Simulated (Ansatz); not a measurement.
## Trends among crystals of one structure type (P6_3mc)

All 3 crystals share space group P6_3mc (No. 186) and the same kinds of sites, 4 atoms in the primitive cell. They are database entries and needn't be the stable phases. The set is a selection: crystals with no linear-response run were left out. Cells are relaxed by PAW under the functional.

Quantity: dielectric response and Born charges by linear response (direction means). Level: LDA, PAW on Ansatz 0.2.0's default frozen-core files (fitted under PBE), scalar-relativistic.

```tsv
crystal	cell (conventional)	k mesh	smearing (eV)
MgTe	a = 4.509, c = 7.337 Å	6×6×4	none
ZnO	a = 3.187, c = 5.152 Å	8×8×4	none
ZnS	a = 3.738, c = 6.143 Å	6×6×4	none
```

Problem. Rank them by ε₀, lowest first.
A. ZnO
B. MgTe
C. ZnS

Solution. B (7.9), C (8.6), A (9.7).

All values:

| crystal | ε∞ | largest |Z*| (e) | ε₀ |
| --- | --- | --- | --- |
| MgTe | 5.65 | 1.90 | 7.9 |
| ZnO | 5.09 | 2.10 | 9.7 |
| ZnS | 6.11 | 1.87 | 8.6 |

Limits of these numbers: frozen-core PAW files fitted under PBE, their cores solved anew for the functional of the run; zone-boundary modes aren't tested; field response not resolved by the mesh; wurtzite ZnS is metastable at ambient conditions (ZnS); semilocal gaps are low, so ε∞ comes out large.
